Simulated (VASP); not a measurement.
Input of a VASP 6.6.1 run:

The input INCAR:

```
SYSTEM = H
ALGO = Normal
EDIFF = 1E-6
ENCUT = 520
GGA = PS
ISIF = 2
ISMEAR = 0
LASPH = .True.
LCHARG = .False.
LREAL = .False.
LWAVE = .False.
NBANDS = 10
NELM = 100
PREC = Accurate
SIGMA = 0.02
```

Contents of KPOINTS:

```
k-points
0
Gamma
  6 6 6
  0 0 0
```

Contents of POSCAR:

```
H
1.0
    2.5420747527     -2.4872537603      0.0000000000
    2.5420747527      2.4872537603      0.0000000000
    0.0000000000      0.0000000000      4.0132973875
H
4
Direct
    0.9532956300      0.0467043700      0.0685088900
    0.4532956300      0.5467043700      0.4314911100
    0.5467043700      0.4532956300      0.5685088900
    0.0467043700      0.9532956300      0.9314911100
```

Potentials or basis: VASP PAW PBE potentials, release 64 (H).

Command:

```sh
$ cat potpaw_PBE.64/H/POTCAR > POTCAR
$ mpirun -np 1 vasp_std > vasp.out
```

Predict the band gap on the k mesh.

9.22 eV, indirect (least direct gap 9.93 eV).

Estimate the pressure.

2.1 GPa.

Estimate the largest force.

1.488 eV/Å.

Forces on the atoms (eV/Å):
```
H    0.000  0.960  1.136
H    0.000  0.960 -1.136
H    0.000 -0.960  1.136
H    0.000 -0.960 -1.136
```

Caveat: the PAW data sets were made with another functional, which shifts forces and pressure a little. A k mesh can miss the band edges.
